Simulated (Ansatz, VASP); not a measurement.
## Two plane-wave programs on PbSe

The input INCAR:

```
SYSTEM = PbSe
PREC = Accurate
ENCUT = 520
EDIFF = 1E-6
ISMEAR = -1
SIGMA = 0.05
LREAL = .FALSE.
LASPH = .TRUE.
NELM = 60
ALGO = Normal
ISIF = 2
LWAVE = .FALSE.
LCHARG = .FALSE.
GGA = PE
NBANDS = 28
```

The input KPOINTS:

```
regular mesh
0
G
  7 7 6
  0 0 0
```

Contents of POSCAR:

```
PbSe
1.0
    2.1404138952     -6.0927786777      0.0000000000
    2.1404138952      6.0927786777      0.0000000000
    0.0000000000      0.0000000000      4.4206235856
Pb Se
2 2
Direct
    0.3682392700      0.6317607300      0.2500000000
    0.6317607300      0.3682392700      0.7500000000
    0.1387100400      0.8612899600      0.2500000000
    0.8612899600      0.1387100400      0.7500000000
```

File input.yaml:

```yaml
crystal:
  lattice:
    - [2.1404138952, -6.0927786777, 0.0]
    - [2.1404138952, 6.0927786777, 0.0]
    - [0.0, 0.0, 4.4206235856]
  atoms:
    - { symbol: Pb, position: [0.36823927, 0.63176073, 0.25] }
    - { symbol: Pb, position: [0.63176073, 0.36823927, 0.75] }
    - { symbol: Se, position: [0.13871004, 0.86128996, 0.25] }
    - { symbol: Se, position: [0.86128996, 0.13871004, 0.75] }
hamiltonian:
  xc: pbe
  pseudopotentials: { kind: paw }
kpoints:
  mp_grid: { grid: [7, 7, 6] }
scf:
  occupations: { method: fermi_dirac, width: 0.05 }
output:
  forces: true
  stress: true
  eigenvalues: true
```

Measurements of this composition are mostly on another form, of space group No. 225.

Alike in both runs: task single point; functional PBE; k mesh 7 × 7 × 6; occupations fermi-dirac, width 0.05 eV; no spin polarisation.

|  | VASP | Ansatz |
| --- | --- | --- |
| version | VASP 6.6.1 | Ansatz 0.2.0 |
| potentials or method | VASP PAW PBE potentials, release 64 (Pb_d, Se) | Ansatz PAW |
| plane-wave cutoff (eV) | 520 | 420 |
| valence electrons in the cell | 40 | 60 |

Ansatz gave:

| Item | Value |
| --- | --- |
| gap on the k mesh at the Fermi level (eV) | 0.99 |
| least direct gap on the mesh (eV) | 1.00 |
| pressure (GPa) | 2.1 |
| largest component of the traceless stress (GPa) | 0.12 |
| rms of the force components (eV/Å) | 0.115 |

Task: What did VASP give for the same quantities?

Result: gap on the k mesh at the Fermi level (eV): 0.99; least direct gap on the mesh (eV): 1.01; pressure (GPa): 2.1; largest component of the traceless stress (GPa): 0.15; rms of the force components (eV/Å): 0.120.

Atom by atom the forces differ by 0.005 eV/Å (rms over components). The two sets of potentials don't hold the same shells in valence.

Caveats: spin-orbit coupling is left out, which as a rule narrows the gap of such compounds by several tenths of an eV; an odd mesh through Γ misses points on the zone boundary, where band edges often lie (VASP); odd divisions of the mesh miss points on the zone boundary, where band edges often lie, so the gap on the mesh can be too wide (Ansatz).
